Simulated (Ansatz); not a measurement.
# ZnO: the change of largest V_zz and pressure with volume scale

Results calculated with Ansatz 0.2.0, not measured. Periodic Kohn-Sham DFT of a crystal at fixed atoms, scaled to volume_scale times the given cell; pressure positive in compression, energy less spherical unpolarised free atoms, largest_vzz the field gradient of largest size among the nuclei.

The cell before it is scaled or strained (space group P6_3mc, No. 186):
```
cell vectors (Å)
   3.2494     0.0000     0.0000
  -1.6247     2.8141     0.0000
   0.0000     0.0000     5.2038
atoms (fractions of the cell vectors)
Zn  0.33333  0.66667  0.00000
Zn  0.66667  0.33333  0.50000
O   0.33333  0.66667  0.38210
O   0.66667  0.33333  0.88210
```

Settings of every row: method all-electron PAW; functional PBE; relativity scalar; k mesh 11x11x6; filling fermi-dirac; smearing width 0.02 eV; nucleus gaussian.

Atom start moment: 0 on all atoms.

```csv
row,volume scale,V (Å³/atom),largest V_zz (1e21 V/m^2),pressure (GPa)
1,0.94,11.182,0.814,15.461
2,0.96,11.42,0.792,11.54
3,0.98,11.658,0.772,8.016
4,0.99,11.777,0.763,6.389
5,1,11.896,0.753,4.846
6,1.01,12.015,0.744,3.383
7,1.02,12.134,0.735,1.997
8,1.04,12.372,?,?
9,1.06,12.61,0.7,-2.88
```

Question: what largest V_zz and pressure should row 8 give?

Worked fit of largest V_zz. Take t = volume scale − 0.99. The shown rows have t = -0.05, -0.03, -0.01, 0, 0.01, 0.02, 0.03, 0.07. Least squares give largest V_zz = 0.7627 − 0.966 × t + 1.04 × t² 1e21 V/m^2; a straight line predicts inner rows, each left out in turn, worse (root mean square 0.0011 against 0.00048 1e21 V/m^2). The rows lie off it by 0.000, -0.001, 0.000, 0.000, 0.000, 0.000, 0.000, 0.000. The withheld row has t = 0.05, so the fit gives 0.7627 − 0.966 × (0.05) + 1.04 × (0.05)² = 0.717 1e21 V/m^2.

The calculation gave 0.717 1e21 V/m^2. The fit meets it to the printed digit.

Worked fit of pressure. Take u = (V_r/V)^(2/3) − 1 with V_r = 11.837 Å³ an atom, which is twice the finite (Eulerian) strain; such expansions in the strain, on which the Birch-Murnaghan equation of state is built, carry the rest volume and the bulk modulus. The shown rows have u = 0.03868, 0.0242, 0.01021, 0.00339, -0.00331, -0.0099, -0.01639, -0.0413. Least squares give pressure = 5.6015 + 230.039 × u + 620.89 × u² + 565 × u³ GPa; a parabola predicts inner rows, each left out in turn, worse (root mean square 0.0088 against 0.0016 GPa). The rows lie off it by 0.000, 0.000, 0.000, 0.001, -0.001, -0.001, 0.002, 0.000. The pressure vanishes at u = -0.0262, or V = 12.32 Å³ an atom, and there the bulk modulus at fixed shape and fractions is B = −V dP/dV = (2/3)(1 + u) dP/du = 129 GPa. Letting shape and atoms relax would as a rule lower it, by much in layered, chain or molecular crystals. The withheld row has u = -0.02904, so the fit gives 5.6015 + 230.039 × (-0.02904) + 620.89 × (-0.02904)² + 565 × (-0.02904)³ = -0.569 GPa.

The calculation gave -0.569 GPa. The fit meets it to the printed digit.
